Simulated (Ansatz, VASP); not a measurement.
## Ni: VASP beside Ansatz

The input INCAR:

```
SYSTEM = Ni
PREC     = Accurate       ! precision mode
ENCUT    = 520            ! plane-wave cutoff, eV
EDIFF    = 1E-6           ! SCF threshold, eV
ISMEAR   = -1             ! smearing method
SIGMA    = 0.1            ! smearing width, eV
LREAL    = .False.        ! projectors in reciprocal space
LASPH    = .True.         ! aspherical terms in the spheres
NELM     = 150            ! most SCF steps
ALGO     = Normal         ! electronic algorithm
ISIF     = 2              ! what is computed and relaxed
LWAVE    = .False.        ! write WAVECAR
LCHARG   = .False.        ! write CHGCAR
ISPIN    = 2              ! spin polarisation
MAGMOM   = 2              ! initial moments
LORBIT   = 11             ! projections on sites
LMAXMIX  = 4              ! l up to which the mixer works
GGA      = PE             ! functional
NBANDS   = 15             ! bands
```

Contents of KPOINTS:

```
regular mesh
0
Gamma
  12 12 12
  0 0 0
```

The input POSCAR:

```
Ni
1.0
    0.0000000000      1.7585000000      1.7585000000
    1.7585000000      0.0000000000      1.7585000000
    1.7585000000      1.7585000000      0.0000000000
Ni
1
Direct
    0.0000000000      0.0000000000      0.0000000000
```

Input for Ansatz:

```yaml
crystal:
  lattice:
    - [0.0, 1.7585, 1.7585]
    - [1.7585, 0.0, 1.7585]
    - [1.7585, 1.7585, 0.0]
  atoms:
    - { symbol: Ni, position: [0.0, 0.0, 0.0], spin: 2.0 }
magnetization:
  spin_polarized: true
hamiltonian:
  xc: pbe
  pseudopotentials: { kind: paw }
basis:
  ecutwfc: 420
kpoints:
  mp_grid: { grid: [12, 12, 12] }
scf:
  occupations: { method: fermi_dirac, width: 0.1 }
  lower_state_search: "off"
output:
  forces: true
  stress: true
```

Alike in both runs: task single point; functional PBE; k mesh 12 × 12 × 12; occupations fermi-dirac, width 0.1 eV; collinear spin.

```csv
,VASP,Ansatz
version,VASP 6.6.1,Ansatz 0.2.0
potentials or method,"VASP PAW PBE potentials, release 64 (Ni)","PAW, plane waves, scalar-relativistic"
plane-wave cutoff (eV),520,420
valence electrons in the cell,10,18
```

VASP gave:

```
pressure (GPa)                                                : 0.7
net moment per atom (μB)                                      : 0.63
size of the moment on the site where the two differ most (μB) : 0.64
```

Question: What did Ansatz give for the same quantities?

Answer: Pressure (GPa): 0.8; net moment per atom (μB): 0.65; size of the moment on the site where the two differ most (μB): 0.68.

Site moments also hang on the region over which each program counts them. The two sets of potentials don't hold the same shells in valence.
